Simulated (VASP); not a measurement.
# C₄H₁₀: intrinsic reaction coordinate

C₄H₁₀, molecule in box, 14 atoms in the cell. PBE, intrinsic reaction coordinate; PAW potentials C, H (PBE set).

Path: methyl rotation in isobutane.

## Input

INCAR.step1:
```
ALGO = Normal
EDIFF = 1E-7
EDIFFG = -0.005
ENCUT = 400
IBRION = 2
ISIF = 2
ISMEAR = 0
ISYM = 0
LASPH = True
LCHARG = False
LREAL = False
LWAVE = False
NELM = 100
NSW = 100
POTIM = 0.5
PREC = Normal
SIGMA = 0.01
```

INCAR.step2:
```
ALGO = Normal
EDIFF = 1E-7
ENCUT = 400
IBRION = 5
ISMEAR = 0
ISYM = 0
LASPH = True
LCHARG = False
LREAL = False
LWAVE = False
NELM = 100
NFREE = 2
NSW = 1
POTIM = 0.015
PREC = Normal
SIGMA = 0.01
```

INCAR.step3:
```
ALGO = Normal
EDIFF = 1E-8
EDIFFG = -0.005
ENCUT = 400
IBRION = 44
ISMEAR = 0
ISYM = 0
LASPH = True
LCHARG = False
LREAL = False
LWAVE = False
NELM = 100
NSW = 600
PREC = Normal
SIGMA = 0.01
```

INCAR.step4:
```
ALGO = Normal
EDIFF = 1E-6
ENCUT = 400
IBRION = 40
IRC_DIRECTION = -1
IRC_STOP = 8
IRC_VNORM0 = 0.01
ISIF = 2
ISMEAR = 0
ISYM = 0
LASPH = True
LCHARG = False
LREAL = False
LWAVE = False
NELM = 100
NSW = 900
PREC = Normal
SIGMA = 0.01
```

INCAR.step5, as INCAR.step4 but for:
```
- IRC_DIRECTION = -1
+ IRC_DIRECTION = 1
```

KPOINTS:
```
k-points
0
Gamma
  1 1 1
```

POSCAR.step1:
```
H5C2
1.0
   11.0000000000      0.0000000000      0.0000000000
    0.0000000000     10.5000000000      0.0000000000
    0.0000000000      0.0000000000     10.0000000000
C H
4 10
Direct
    0.4999557003      0.4817030467      0.5235540395
    0.4999557003      0.6198259039      0.4762357395
    0.6141364275      0.4126416182      0.4762357395
    0.3857749730      0.4126416182      0.4762357395
    0.4999557003      0.4817030467      0.6333860395
    0.4999557003      0.6239884753      0.3667744395
    0.4194573366      0.6707216182      0.5119888395
    0.5804540639      0.6707216182      0.5119888395
    0.6175774275      0.4105603801      0.3667744395
    0.6964590639      0.4602270467      0.5119888395
    0.6159607003      0.3141603801      0.5119888395
    0.3823339730      0.4105603801      0.3667744395
    0.3839507003      0.3141603801      0.5119888395
    0.3034523366      0.4602270467      0.5119888395
```

POSCAR.step2:
```
H5C2
1.0
   11.0000000000      0.0000000000      0.0000000000
    0.0000000000     10.5000000000      0.0000000000
    0.0000000000      0.0000000000     10.0000000000
C H
4 10
Direct
    0.5000442997      0.4816864248      0.5235005465
    0.5000442997      0.6198092819      0.4761822465
    0.6142250270      0.4126249962      0.4761822465
    0.3858635725      0.4126249962      0.4761822465
    0.5000442997      0.4816864248      0.6333325465
    0.4191835960      0.6391419560      0.4155415944
    0.4996052735      0.6858894858      0.5608022946
    0.5801036371      0.6405831113      0.4149966528
    0.6176660270      0.4105437581      0.3667209465
    0.6965476634      0.4602104248      0.5119353465
    0.6160492997      0.3141437581      0.5119353465
    0.3824225725      0.4105437581      0.3667209465
    0.3840392997      0.3141437581      0.5119353465
    0.3035409361      0.4602104248      0.5119353465
```

POSCAR.step3:
```
H5C2
1.0
   11.0000000000      0.0000000000      0.0000000000
    0.0000000000     10.5000000000      0.0000000000
    0.0000000000      0.0000000000     10.0000000000
C H
4 10
Direct
    0.5000442997      0.4816864248      0.5235005465
    0.5000442997      0.6198092819      0.4761822465
    0.6142250270      0.4126249962      0.4761822465
    0.3858635725      0.4126249962      0.4761822465
    0.5000442997      0.4816864248      0.6333325465
    0.4191835960      0.6391419560      0.4155415944
    0.4996052735      0.6858894858      0.5608022946
    0.5801036371      0.6405831113      0.4149966528
    0.6176660270      0.4105437581      0.3667209465
    0.6965476634      0.4602104248      0.5119353465
    0.6160492997      0.3141437581      0.5119353465
    0.3824225725      0.4105437581      0.3667209465
    0.3840392997      0.3141437581      0.5119353465
    0.3035409361      0.4602104248      0.5119353465

   -0.0105519081     -0.0005259300     -0.0007830513
   -0.0020482050      0.0006167990      0.0027628854
    0.0050208780      0.0081954497      0.0242000828
    0.0048733255     -0.0084668880     -0.0261305379
   -0.0448025833     -0.0015017907     -0.0007786316
   -0.2846271676      0.1643628775      0.4735038287
    0.5719674426      0.0008381384      0.0054837047
   -0.2860966834     -0.1618767027     -0.4658173632
    0.0014927134     -0.0184390452      0.0246176685
   -0.0015794522      0.0324049931      0.0075341685
    0.0239045953      0.0181122620      0.0513755653
    0.0000373178      0.0204895090     -0.0265460929
    0.0243392976     -0.0191712817     -0.0555511286
   -0.0014574128     -0.0336647222     -0.0073778370
```

POSCAR.step4:
```
H5C2                                    
   1.00000000000000     
    11.0000000000000000    0.0000000000000000    0.0000000000000000
     0.0000000000000000   10.5000000000000000    0.0000000000000000
     0.0000000000000000    0.0000000000000000   10.0000000000000000
  C               H             
     4    10
Direct
     0.4999663065962602    0.4814809573752755    0.5227274895183661
     0.4998242540804250    0.6221368277272148    0.4760842384649802
     0.6146894692752535    0.4114660069615529    0.4762857364610361
     0.3853480615891812    0.4112383554169454    0.4763613828672281
     0.4999982717103318    0.4803599556255985    0.6331261735731230
     0.4193233938950622    0.6441170084745117    0.4149354516753723
     0.4997698137375294    0.6888545986868251    0.5608563289135098
     0.5802709053584379    0.6442957498819143    0.4149224102077385
     0.6191667900212301    0.4087017058101844    0.3661616878401879
     0.6975482755572427    0.4591824114175327    0.5123595319181544
     0.6163990879373917    0.3124825651908273    0.5126320457214677
     0.3808290083586092    0.4084379101193696    0.3662410051290388
     0.3838183269079089    0.3122714492696306    0.5127445230721794
     0.3024278373425106    0.4588170532857141    0.5124656292909414
 
 -0.10551908E-01 -0.52593000E-03 -0.78305130E-03
 -0.20482050E-02  0.61679900E-03  0.27628854E-02
  0.50208780E-02  0.81954497E-02  0.24200083E-01
  0.48733255E-02 -0.84668880E-02 -0.26130538E-01
 -0.44802583E-01 -0.15017907E-02 -0.77863160E-03
 -0.28462717E+00  0.16436288E+00  0.47350383E+00
  0.57196744E+00  0.83813840E-03  0.54837047E-02
 -0.28609668E+00 -0.16187670E+00 -0.46581736E+00
  0.14927134E-02 -0.18439045E-01  0.24617669E-01
 -0.15794522E-02  0.32404993E-01  0.75341685E-02
  0.23904595E-01  0.18112262E-01  0.51375565E-01
  0.37317800E-04  0.20489509E-01 -0.26546093E-01
  0.24339298E-01 -0.19171282E-01 -0.55551129E-01
 -0.14574128E-02 -0.33664722E-01 -0.73778370E-02
```

Commands (each step's output is kept before the next begins):
```
cat potpaw_PBE.64/C/POTCAR potpaw_PBE.64/H/POTCAR > POTCAR
cp INCAR.step1 INCAR
cp POSCAR.step1 POSCAR
mpirun -np 4 vasp_gam > vasp.out
cp INCAR.step2 INCAR
cp POSCAR.step2 POSCAR
mpirun -np 4 vasp_gam > vasp.out
# the block under the positions in POSCAR is the starting axis: the most unstable mode of the Hessian, divided by the root of the mass
cp INCAR.step3 INCAR
cp POSCAR.step3 POSCAR
mpirun -np 4 vasp_gam > vasp.out
# POSCAR is the CONTCAR of the converged dimer run, with its unstable direction
cp INCAR.step4 INCAR
cp POSCAR.step4 POSCAR
mpirun -np 4 vasp_gam > vasp.out
# POSCAR is the CONTCAR of the converged dimer run, with its unstable direction
cp INCAR.step5 INCAR
mpirun -np 4 vasp_gam > vasp.out
```

## Result

- Barrier from the relaxed minimum (eV): 0.138
- Ionic steps, all stages: 766
- Electronic steps, all stages: 5184

Energy along the reaction coordinate:

| Coordinate (Å) | Energy from the saddle (eV) |
|---|---|
| -1.795 | -0.138 |
| -1.637 | -0.135 |
| -1.376 | -0.120 |
| -1.195 | -0.103 |
| -1.025 | -0.084 |
| -0.785 | -0.056 |
| -0.622 | -0.037 |
| -0.455 | -0.021 |
| -0.241 | -0.006 |
| -0.067 | -0.000 |
| 0.046 | -0.000 |
| 0.213 | -0.005 |
| 0.473 | -0.022 |
| 0.637 | -0.038 |
| 0.808 | -0.058 |
| 1.083 | -0.091 |
| 1.254 | -0.109 |
| 1.424 | -0.124 |
| 1.657 | -0.136 |
| 1.793 | -0.138 |

VASP 6.6.1 took 2227 s on 4 cores (Intel Xeon 6975P-C (Granite Rapids)), a shared host.
